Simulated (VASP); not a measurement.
Set up this calculation in VASP 6.6.1, as the native input.

```
Task                   : relaxation of shape and atoms at fixed volume
Functional             : PBE
Dispersion             : D3(BJ)
Potentials or basis    : VASP PAW PBE potentials, release 64 (Al, N)
Cutoff                 : 600 eV
k mesh                 : 12 × 12 × 6
Occupations            : gaussian, width 0.03 eV
Spin                   : no spin polarisation
Further INCAR settings : ALGO = Normal; EDIFF = 1e-07; IBRION = 2; EDIFFG = -0.01; NSW = 40; ISIF = 4
```

The structure of AlN lies in POSCAR:

```
AlN                                     
1.0
    3.1481471397      0.0000000000     -0.0000000000
   -1.5740735698      2.7263753978      0.0000000000
    0.0000000000      0.0000000000      5.0412249288
  Al              N             
     2     2
Direct
     0.3333333332999970    0.6666666667000030    0.9990618219442239
     0.6666666667000030    0.3333333332999970    0.4990618219442238
     0.3333333332999970    0.6666666667000030    0.3809381780557788
     0.6666666667000030    0.3333333332999970    0.8809381780557787
```

The cell isn't the ideal one: a relaxed cell with its volume scaled by 1.04.

The input as run:

INCAR

```
  ALGO = Normal
  EDIFF = 1E-7
  EDIFFG = -0.01
  ENCUT = 600
  GGA = PE
  IBRION = 2
  ISIF = 4
  ISMEAR = 0
  IVDW = 12
  LASPH = T
  LCHARG = F
  LREAL = F
  LWAVE = F
  NELM = 80
  NSW = 40
  PREC = Accurate
  SIGMA = 0.03
```

KPOINTS

```
k-points
0
Gamma
  12 12 6
```

Potentials or basis: VASP PAW PBE potentials, release 64 (Al, N).

Command:

```console
$ cat potpaw_PBE.64/Al/POTCAR potpaw_PBE.64/N/POTCAR > POTCAR
$ mpirun -np 1 vasp_std > vasp.out
```

It gave:

| Property | Result |
| --- | --- |
| Energy gained by relaxing | 0.0 meV/atom |
| Ionic steps | 4 |
| Pressure after relaxing | -7.3 GPa |
| Largest force after relaxing | 0.009 eV/Å |
| Band gap on the k mesh | 3.91 eV, direct |
| Dispersion energy per atom | -0.259 eV |

It took 78 s on 1 thread of Intel(R) Xeon(R) Platinum 8259CL CPU @ 2.50GHz (Skylake/Cascade Lake), with other jobs on the host, peak memory 0.21 GiB.
